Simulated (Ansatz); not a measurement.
## BaO at 30 GPa: from Born charge to LO–TO splitting and polaron coupling

Level of theory: DFT PBEsol, scalar-relativistic, plane waves, PAW in Ansatz 0.2.0. Settings: 420 eV plane-wave cutoff, Γ-centred 10×10×10 mesh, fixed occupations. No spin polarisation. Phonons by linear response, acoustic sum rule imposed.

The cell, relaxed at 30 GPa:
```xyz
2
Lattice="0.0000 2.5436 2.5436 2.5436 0.0000 2.5436 2.5436 2.5436 0.0000" Properties=species:S:1:pos:R:3 pbc="T T T"
Ba    0.0000    0.0000    0.0000
O     2.5436    2.5436    2.5436
```

Spin–orbit coupling is left out, which matters for heavy elements. The real crystal has changed phase below this pressure. The bands were filled as in an insulator; under compression the gap may have closed between mesh points.

Linear response gives ν_TO = 155.8 cm⁻¹, Born charges ±3.099 e (positive on Ba) and ε∞ = 4.585. The primitive cell holds 32.913 Å³, and the masses are 137.327 and 15.999 amu.

Question: Find ν_LO and the static dielectric constant.

Answer: The long-wave field adds a restoring force: ω_LO² − ω_TO² = Z*²e²/(ε_vac ε∞ μV). In these units ν_LO² − ν_TO² = 4.92064×10⁷ Z*²/(μ V ε∞) cm⁻², with μ = m₁m₂/(m₁ + m₂) = 14.330 amu: 218578 cm⁻². So ν_LO = √(155.8² + 218578) = 492.8 cm⁻¹, and the run gives 492.8. Lyddane–Sachs–Teller then gives ε0 = ε∞ (ν_LO/ν_TO)² = 45.88, against 45.88 in the run (it forms both from the same three quantities, so the match checks the arithmetic only). Between ν_TO and ν_LO the dielectric function is negative and an undamped crystal reflects fully: a reststrahlen band from 20.3 to 64.2 μm.

Question: What do the Clausius–Mossotti polarisability and the Szigeti charge come to?

Answer: With the Lorentz local field, α = (3V/4π)(ε∞ − 1)/(ε∞ + 2) = 4.28 Å³ for the pair, and e_S = 3Z*/(ε∞ + 2) = 1.41 e. The Born charge includes the electrons' response to the dipole's own local field, and e_S takes that enhancement out. The Lorentz field assumes point-like polarisable ions, a poor picture once ε∞ is this large, since the electron clouds then overlap or are shared, so both numbers are formal here.

Question: How strongly does a slow electron couple to the LO mode?

Answer: For one isotropic parabolic band, Fröhlich's constant is α_F = (1/ε∞ − 1/ε0) √(m* Ry/ħω_LO), with Ry = 13.606 eV, ħω_LO = 61.1 meV and m* in free-electron masses: α_F = 0.1963 × 14.92 × √m* = 2.93 √m*. The band mass isn't part of this run; for m* = 0.1, 0.3 and 1 it gives 0.93, 1.60, 2.93. In weak coupling the polaron lies α_F ħω_LO below the band edge (98 meV at m* = 0.3) with a mass m*(1 + α_F/6); past α_F of about 5 or 6 that expansion fails. A semilocal functional's ε∞ tends to be too large, which taken alone lowers α_F.